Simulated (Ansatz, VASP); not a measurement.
# Two plane-wave programs on SiNi

The input INCAR:

```
SYSTEM = SiNi
ALGO     = Normal         ! electronic algorithm
EDIFF    = 1E-7           ! SCF threshold, eV
ENCUT    = 520            ! plane-wave cutoff, eV
GGA      = PE             ! functional
ISIF     = 2              ! what is computed and relaxed
ISMEAR   = -1             ! smearing method
ISPIN    = 2              ! spin polarisation
LASPH    = .TRUE.         ! aspherical terms in the spheres
LCHARG   = .FALSE.        ! write CHGCAR
LMAXMIX  = 4              ! l up to which the mixer works
LORBIT   = 11             ! projections on sites
LREAL    = .FALSE.        ! projectors in reciprocal space
LWAVE    = .FALSE.        ! write WAVECAR
MAGMOM   = 1 1 0 0        ! initial moments
NBANDS   = 26             ! bands
NELM     = 100            ! most SCF steps
PREC     = Accurate       ! precision mode
SIGMA    = 0.05           ! smearing width, eV
```

The input KPOINTS:

```
k-points
0
G
  9 8 6
  0 0 0
```

The input POSCAR:

```
SiNi
1.0
    2.9622597754      0.0000000000      0.0000000000
    0.0000000000      3.3020501833      0.0000000000
    0.0000000000      0.0000000000      4.7084241314
Ni Si
2 2
Direct
    0.5000000000      0.5000000000      0.3424955900
    0.0000000000      0.0000000000      0.6575044100
    0.5000000000      0.5000000000      0.8431431600
    0.0000000000      0.0000000000      0.1568568400
```

Contents of input.yaml:

```yaml
crystal:
  lattice:
    - [2.9622597754, 0.0, 0.0]
    - [0.0, 3.3020501833, 0.0]
    - [0.0, 0.0, 4.7084241314]
  atoms:
    - { symbol: Ni, position: [0.5, 0.5, 0.34249559], spin: 1.0 }
    - { symbol: Ni, position: [0.0, 0.0, 0.65750441], spin: 1.0 }
    - { symbol: Si, position: [0.5, 0.5, 0.84314316] }
    - { symbol: Si, position: [0.0, 0.0, 0.15685684] }
hamiltonian:
  xc: pbe
  pseudopotentials: { kind: paw }
magnetization:
  spin_polarized: true
kpoints:
  mp_grid: { grid: [9, 8, 6] }
scf:
  occupations: { method: fermi_dirac, width: 0.05 }
output:
  forces: true
  stress: true
  eigenvalues: true
```

Change from the starting cell: volume scaled by 1.02.

Alike in both runs: task single point; functional PBE; k mesh 9 × 8 × 6; occupations fermi-dirac, width 0.05 eV; collinear spin, ferromagnetic start.

```csv
,VASP,Ansatz
version,VASP 6.6.1,Ansatz 0.2.0
potentials or method,"VASP PAW PBE potentials, release 64 (Ni, Si)",Ansatz PAW
plane-wave cutoff (eV),520,420
valence electrons in the cell,28,44
```

|  | VASP | Ansatz | Ansatz less VASP |
| --- | --- | --- | --- |
| gap on the k mesh at the Fermi level (eV) | none | none | - |
| pressure (GPa) | 2.7 | 2.7 | -0.06 |
| largest component of the traceless stress (GPa) | 0.79 | 0.96 | +0.168 |
| rms of the force components (eV/Å) | 0.006 | 0.007 | +0.0004 |
| net moment per atom (μB) | 0.00 | 0.00 | 0.000 |

Atom by atom the forces differ by 0.004 eV/Å (rms over components). A gap of «none» marks a metal or a gap that the smearing closes. The functional is the same, so the differences come from potentials, cutoffs and numerics. The two sets of potentials don't hold the same shells in valence.

Caveats: the starting moments weren't kept (Ansatz).
